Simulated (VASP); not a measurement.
# CoO (P3m1) in VASP: notebook

The runs below take CoO through single point, with PBE.

Program: VASP 6.6.1. These are calculated values, not measurements. Logs are shortened: lines on timing, memory, paths and dates and some standing lists are left out, and cuts for length are marked.

### Step 1. Starting point

It takes space group P6_3mc (No. 186, hexagonal). The conventional cell has a = 3.198 Å, b = 3.198 Å, c = 5.229 Å, α = 90.00°, β = 90.00°, γ = 120.00°. Co (site symmetry 3m) is surrounded by 4 O at 1.93 to 1.97 Å. O (site symmetry 3m) is surrounded by 4 Co at 1.93 to 1.97 Å.

Measurements of this composition are mostly on another form, of space group No. 225.

### Step 2. Single point, PBE, collinear spin, ferromagnetic start

File INCAR:

```
PREC = Accurate
ENCUT = 550
EDIFF = 1E-6
ISMEAR = 0
SIGMA = 0.05
LREAL = F
LASPH = T
NELM = 100
ALGO = Normal
ISIF = 2
LWAVE = F
LCHARG = F
ISPIN = 2
MAGMOM = 2 2 0 0
LORBIT = 11
LMAXMIX = 4
GGA = PE
NBANDS = 27
ADDGRID = F
```

File KPOINTS:

```
Automatic mesh
0
Gamma
  5 5 3
```

File POSCAR:

```
CoO
1.0
    3.1976457435      0.0000000000      0.0000000000
   -1.5988228718      2.7692424462      0.0000000000
    0.0000000000      0.0000000000      5.2287097100
Co O
2 2
Direct
    0.3365030000      0.6381030000      0.5003980000
    0.0481210000      0.0161470000     -0.0014250000
    0.3062570000      0.6452830000      0.8672390000
    0.0541720000      0.0112240000      0.3867870000
```

Potentials or basis: VASP PAW PBE potentials, release 64 (Co, O).

Command:

```sh
cat potpaw_PBE.64/Co/POTCAR potpaw_PBE.64/O/POTCAR > POTCAR
mpirun -np 1 vasp_std > vasp.out
```

OUTCAR:

```text
PREC = Accurate
   ENCUT = 550
   EDIFF = 1E-6
   ISMEAR = 0
   LREAL = F
   LASPH = T
   NELM = 100
   ISIF = 2
   ISPIN = 2
   LORBIT = 11
   GGA = PE

 Found     38 irreducible k-points:

 Following reciprocal coordinates:
            Coordinates               Weight
  0.000000  0.000000  0.000000      1.000000
  0.200000  0.000000  0.000000      2.000000
  0.000000  0.200000  0.000000      2.000000
 -0.200000  0.200000  0.000000      2.000000
  0.400000  0.000000  0.000000      2.000000
  0.000000  0.400000  0.000000      2.000000
   k-points           NKPTS =     38   k-points in BZ     NKDIM =     38   number of bands    NBANDS=     27
   number of dos      NEDOS =    301   number of ions     NIONS =      4
   total plane-waves  NPLWV =  23040
   dimension x,y,z NGX =    24 NGY =   24 NGZ =   40
   dimension x,y,z NGXF=    48 NGYF=   48 NGZF=   80
   ions per type =               2   2
   NGX,Y,Z   is equivalent  to a cutoff of  12.48, 12.48, 12.72 a.u.
   NGXF,Y,Z  is equivalent  to a cutoff of  24.96, 24.96, 25.44 a.u.
 SYSTEM =  unknown system
   PREC   = accura    normal or accurate (medium, high low for compatibility)
   ISTART =      0    job   : 0-new  1-cont  2-samecut
   ICHARG =      2    charge: 1-file 2-atom 10-const
   ISPIN  =      2    spin polarized calculation?
   LNONCOLLINEAR =      F non collinear calculations
   LSORBIT =      F    spin-orbit coupling
   LASPH  =      T    aspherical Exc in radial PAW
   ENCUT  =  550.0 eV  40.42 Ry    6.36 a.u.   6.11  6.11 10.00*2*pi/ulx,y,z
   NELM   =    100;   NELMIN=  2; NELMDL= -5     # of ELM steps
   EDIFF  = 0.1E-05   stopping-criterion for ELM
   LREAL  =      F    real-space projection
   EDIFFG = 0.1E-04   stopping-criterion for IOM
   NSW    =      0    number of steps for IOM
   IBRION =     -1    ionic relax: 0-MD 1-quasi-New 2-CG
   NFREE  =      0    steps in history (QN), initial steepest desc. (CG)
   ISIF   =      2    stress and relaxation
   ISYM   =      2    0-nonsym 1-usesym 2-fastsym
   POTIM  = 0.5000    time-step for ionic-motion
   TEBEG  =    0.0;   TEEND  =   0.0 temperature during run
   PSTRESS=    0.0 pullay stress
   NELECT =      30.0000    total number of electrons
   NUPDOWN=      -1.0000    fix difference up-down
   EMIN   =  10.00;   EMAX   =-10.00  energy-range for DOS
   EFERMI =   0.00;   METHOD = LEGACY
   ISMEAR =     0;   SIGMA  =   0.05  broadening in eV -4-tet -1-fermi 0-gaus
   EFERMI_NEDOS =   21; number of points for ismear=-14 and -15
   IALGO  =     38    algorithm
   IMIX   =      4    mixing-type and parameters
     AMIX     =   0.40;   BMIX     =  1.00
     AMIX_MAG =   1.60;   BMIX_MAG =  1.00
  volume/ion in A,a.u.               =      11.58        78.11
  Fermi-wavevector in a.u.,A,eV,Ry     =   1.416620  2.677023 27.304329  2.006812
  Thomas-Fermi vector in A             =   2.537935
   LORBIT       =     11    0 simple, 1 ext, 2 COOP (PROOUT), +10 PAW based schemes
   GGA     = PE    functional components
   LHFCALC =     F    Hartree Fock is set to
   AEXX    =    0.0000 exact exchange contribution
   IVDW    =     0    specifies the selected vdW correction
   LEPSILON=     F    determine dielectric tensor
   LRPA    =     F    only Hartree local field effects (RPA)
 spin polarized calculation
 Gauss-broadening in eV      SIGMA  =   0.05
  energy-cutoff  :      550.00
  volume of cell :       46.30
 maximum number of plane-waves:      1368
   NGX = 13   NGY = 13   NGZ = 19

 number of electron      29.9999997 magnetization       5.6830762

 Free energy of the ion-electron system (eV)
  ---------------------------------------------------
  ext. energy  EPLUGINS =         0.00000000
  ---------------------------------------------------
  free energy    TOTEN  =       -26.41599218 eV

  energy without entropy =      -26.41073465  energy(sigma->0) =      -26.41336342

 E-fermi :   5.9455     XC(G=0): -11.1232

 val. band max:        5.9443882636   @ k =  -0.4000  -0.2000   0.3333
 cond. band min:       5.9460713219   @ k =   0.0000  -0.4000   0.3333
 fundamental gap:      0.0016830583
 Fermi energy:         5.9455119127

 spin component 1

 k-point     1 :       0.0000    0.0000    0.0000
  band No.  band energies     occupation
      1     -14.0898      1.00000
      2     -13.4668      1.00000
      3      -1.0913      1.00000
      4      -0.4555      1.00000
      5      -0.2647      1.00000
      6      -0.0823      1.00000
[... 19 lines left out ...]
     26      21.6182      0.00000
     27      22.1526      0.00000
[... 127 lines left out ...]
      5      -0.0442      1.00000
      6       0.4131      1.00000
[... 19 lines left out ...]
     26      20.2801      0.00000
     27      22.4737      0.00000

 [... further k-points ...]

 spin component 2

 k-point     1 :       0.0000    0.0000    0.0000
  band No.  band energies     occupation
      1     -13.5451      1.00000
      2     -12.8893      1.00000
      3      -0.5527      1.00000
      4       0.7108      1.00000
      5       0.9351      1.00000
      6       0.9786      1.00000
[... 19 lines left out ...]
     26      22.0806      0.00000
     27      23.1165      0.00000
[... 127 lines left out ...]
      5       0.6218      1.00000
      6       1.3423      1.00000
[... 19 lines left out ...]
     26      20.9212      0.00000
     27      23.2716      0.00000

 [... further k-points ...]

------------------------ aborting loop because EDIFF is reached ----------------------------------------

  FORCE on cell =-STRESS in cart. coord.  units (eV):
  Direction    XX          YY          ZZ          XY          YZ          ZX
  --------------------------------------------------------------------------------------
  -------------------------------------------------------------------------------------
  Total       -0.5371967      2.1804751      0.7093492     -1.5689993      0.3619096     -0.1498186
  in kB      -18.5890882     75.4528865     24.5462291    -54.2934542     12.5234745     -5.1843034
  external PRESSURE =      27.1366758 kB  Pullay stress =       0.0000000 kB

 VOLUME and BASIS-vectors are now :
 -----------------------------------------------------------------------------
  energy-cutoff  :      550.00
  volume of cell :       46.30
      direct lattice vectors                 reciprocal lattice vectors
     3.197645743  0.000000000  0.000000000     0.312730077  0.180554794  0.000000000
    -1.598822872  2.769242446  0.000000000     0.000000000  0.361109588  0.000000000
     0.000000000  0.000000000  5.228709710     0.000000000  0.000000000  0.191251773

 POSITION                                       TOTAL-FORCE (eV/Angst)
 -----------------------------------------------------------------------------------
      0.05580      1.76706      2.61644         0.481618      0.876867     -0.025499
      0.12806      0.04471      5.22126        -0.621446     -0.315440      0.539928
     -0.05239      1.78695      4.53454         0.669520      0.370330      0.303876
      0.15528      0.03108      2.02240        -0.529692     -0.931756     -0.818305
 -----------------------------------------------------------------------------------
    total drift:                               -0.000030      0.000074      0.000179

  FREE ENERGIE OF THE ION-ELECTRON SYSTEM (eV)
  ---------------------------------------------------
  free  energy   TOTEN  =       -26.4159921834 eV

  energy  without entropy=      -26.4107346470  energy(sigma->0) =      -26.41336342

 total charge

# of ion       s       p       d       tot
------------------------------------------
    1        0.367   0.476   7.213   8.056
    2        0.344   0.422   7.204   7.971
    3        1.552   3.449   0.000   5.001
    4        1.551   3.446   0.000   4.997
--------------------------------------------------
tot          3.814   7.793  14.417  26.024

 magnetization (x)

# of ion       s       p       d       tot
------------------------------------------
    1        0.020   0.059   2.361   2.440
    2        0.023   0.050   2.351   2.424
    3        0.021   0.292   0.000   0.313
    4        0.021   0.278   0.000   0.299
--------------------------------------------------
tot          0.084   0.680   4.712   5.476
```

It took 41 s on 1 thread of Intel Xeon 6975P-C (Granite Rapids), shared host; peak memory 0.22 GiB.

The run converged, but some of its settings lie outside the range that counts as converged, so its numbers aren't taken as properties of the crystal.

Results:

* Free energy: -26.4160 eV
* Pressure: 2.7 GPa
* Largest force: 1.348 eV/Å
* Band gap on the k mesh: none (metal or under the smearing width)
* Net moment: 5.68 μB per cell
* Site moments: Co +2.44, +2.42; O +0.31, +0.30 μB
* Valence electrons inside the program's atomic spheres: Co 8.06, 7.97; O 5.00

Caveat: the k mesh is coarse (spacing up to 0.45 Å⁻¹), so the values aren't converged; semilocal functionals often make such compounds metallic where correlation or magnetic order opens a gap, which also shifts bond lengths.

### Step 3. Single point, PBE, collinear spin, ferromagnetic start

Edit INCAR of step 2 so:

```diff
@@ -1,3 +1,3 @@
 PREC = Accurate
-ENCUT = 550
+ENCUT = 450
 EDIFF = 1E-6
```

File KPOINTS:

```
Automatic mesh
0
Gamma
  6 6 3
```

File POSCAR:

```
CoO
1.0
    3.1976457435      0.0000000000      0.0000000000
   -1.5988228718      2.7692424462      0.0000000000
    0.0000000000      0.0000000000      5.2287097100
Co O
2 2
Direct
    0.3333333333      0.6666666667      0.5033624100
    0.0000000000      0.0000000000      0.0034741400
    0.3333333333      0.6666666667      0.8715556000
    0.0000000000      0.0000000000      0.3716088500
```

Potentials or basis: VASP PAW PBE potentials, release 64 (Co, O).

Command:

```sh
cat potpaw_PBE.64/Co/POTCAR potpaw_PBE.64/O/POTCAR > POTCAR
mpirun -np 1 vasp_std > vasp.out
```

Run time: 20 s. Hardware: 1 thread of Intel Xeon 6975P-C (Granite Rapids), shared host; peak memory 0.18 GiB.

These settings aren't checked as converged: the numbers below hold their error.

Results:

| Item | Value |
| --- | --- |
| Free energy | -26.6153 eV |
| Largest force | 0.306 eV/Å |
| Band gap on the k mesh | none (metal or under the smearing width) |
| Net moment | 5.92 μB per cell |
| Site moments | Co +2.52; O +0.32 μB |
| Valence electrons inside the program's atomic spheres | Co 7.97; O 5.01 |

Caveat: the k mesh is coarse (spacing up to 0.40 Å⁻¹), so the values aren't converged; the cutoff is under 1.25 times the usual one of these potentials, so pressure, stress and relaxed cells hold a basis-set (Pulay) error; semilocal functionals often make such compounds metallic where correlation or magnetic order opens a gap, which also shifts bond lengths.

### Step 4. Single point, PBE, collinear spin, ferromagnetic start

INCAR is that of step 3.

KPOINTS is that of step 3.

File POSCAR:

```
CoO
1.0
    3.1976457435      0.0000000000      0.0000000000
   -1.5988228718      2.7692424462      0.0000000000
    0.0000000000      0.0000000000      5.2287097100
Co O
2 2
Direct
    0.3365030000      0.6381030000      0.5003980000
    0.0481210000      0.0161470000     -0.0014250000
    0.3062570000      0.6452830000      0.8672390000
    0.0541720000      0.0112240000      0.3867870000
```

Command:

```sh
cat potpaw_PBE.64/Co/POTCAR potpaw_PBE.64/O/POTCAR > POTCAR
mpirun -np 1 vasp_std > vasp.out
```

It took 51 s on 1 thread of Intel Xeon 6975P-C (Granite Rapids), shared host; peak memory 0.22 GiB.

These settings aren't checked as converged: the numbers below hold their error.

What came out:

```yaml
Free_energy: -26.4252 eV
Largest_force: 1.291 eV/Å
Band_gap_on_the_k_mesh: none (metal or under the smearing width)
Net_moment: 5.66 μB per cell
Site_moments: Co +2.43, +2.42; O +0.31, +0.29 μB
Valence_electrons_inside_the_program's_atomic_spheres: Co 8.06, 7.97; O 5.01
```

Caveat: the k mesh is coarse (spacing up to 0.40 Å⁻¹), so the values aren't converged; the cutoff is under 1.25 times the usual one of these potentials, so pressure, stress and relaxed cells hold a basis-set (Pulay) error; semilocal functionals often make such compounds metallic where correlation or magnetic order opens a gap, which also shifts bond lengths.

### Step 5. Single point, PBE, collinear spin, ferromagnetic start

Edit INCAR of step 4 so:

```diff
@@ -1,3 +1,3 @@
 PREC = Accurate
-ENCUT = 450
+ENCUT = 700
 EDIFF = 1E-6
```

File KPOINTS:

```
Automatic mesh
0
Gamma
  5 5 3
```

File POSCAR:

```
CoO
1.0
    3.1976457435      0.0000000000      0.0000000000
   -1.5988228718      2.7692424462      0.0000000000
    0.0000000000      0.0000000000      5.2287097100
Co O
2 2
Direct
    0.3333333333      0.6666666667      0.5033624100
    0.0000000000      0.0000000000      0.0034741400
    0.3333333333      0.6666666667      0.8715556000
    0.0000000000      0.0000000000      0.3716088500
```

Command:

```sh
cat potpaw_PBE.64/Co/POTCAR potpaw_PBE.64/O/POTCAR > POTCAR
mpirun -np 1 vasp_std > vasp.out
```

It took 31 s on 1 thread of Intel Xeon 6975P-C (Granite Rapids), shared host; peak memory 0.23 GiB.

These settings aren't checked as converged: the numbers below hold their error.

What came out:

```
Free energy                                           : -26.6357 eV
Pressure                                              : 1.3 GPa
Largest force                                         : 0.295 eV/Å
Band gap on the k mesh                                : none (metal or under the smearing width)
Net moment                                            : 5.91 μB per cell
Site moments                                          : Co +2.51; O +0.32 μB
Valence electrons inside the program's atomic spheres : Co 7.97; O 5.00
```

Caveat: the k mesh is coarse (spacing up to 0.45 Å⁻¹), so the values aren't converged; semilocal functionals often make such compounds metallic where correlation or magnetic order opens a gap, which also shifts bond lengths.
